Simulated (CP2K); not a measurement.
TiTe2 under changes of volume

One of the cells (26.760 Å³/atom); the others are scaled copies at fixed shape and fractional positions:

```xyz
3
Lattice="3.7770 0.0000 0.0000 -1.8885 3.2710 0.0000 0.0000 0.0000 6.4980" Properties=species:S:1:pos:R:3 pbc="T T T"
Te    0.0000    2.1807    4.7903
Te    1.8885    1.0903    1.7077
Ti    0.0000    0.0000    0.0000
```

```yaml
Program: CP2K 2026.2
Functional: PBE
Potentials_or_basis: POTENTIAL_UZH Te GTH-PBE-q6, Ti GTH-PBE-q12; TZVP-MOLOPT-PBE-GTH basis
Density_cutoff: 6123 eV
k_mesh: 8 × 8 × 4
Occupations: fermi-dirac, width 0.05 eV
Spin: no spin polarisation
```

```tsv
volume (Å³/atom)	energy over the lowest point (meV/atom)	pressure (GPa)	largest force (eV/Å)
25.154	?	?	?
25.689	24.99	4.8	0.419
26.225	11.85	3.2	0.228
26.760	3.56	1.7	0.049
27.295	0.00	0.4	0.118
27.830	0.61	-0.8	0.273
28.365	5.01	-1.8	0.418
```

Problem. What does the run at 25.154 Å³/atom give?

Solution. Energy over the lowest point 43.96 meV/atom; pressure 6.6 GPa; largest force 0.625 eV/Å.

Worked out: A Birch-Murnaghan fit of order 3 (a polynomial in V^(-2/3)) to the other rows has its minimum at 27.48 Å³/atom with B0 = V·E''(V) = 63 GPa and B' = 3.4 at fixed shape and positions, which overstates the stiffness. It gives 43.62 meV/atom at 25.154 Å³/atom, against the run's 43.96, and -dE/dV = 6.4 GPa, against 6.6.

Energies are extrapolated to zero smearing.

Caveats: with these potentials and basis sets, volumes of gold and of layered tellurides can stand 1.5 % and more from those of plane-wave programs; this functional lacks dispersion, which binds the layers, so the pressure and a relaxed spacing across them are unreliable; the basis of atomic orbitals isn't converged, which shifts pressures, moduli and gaps.
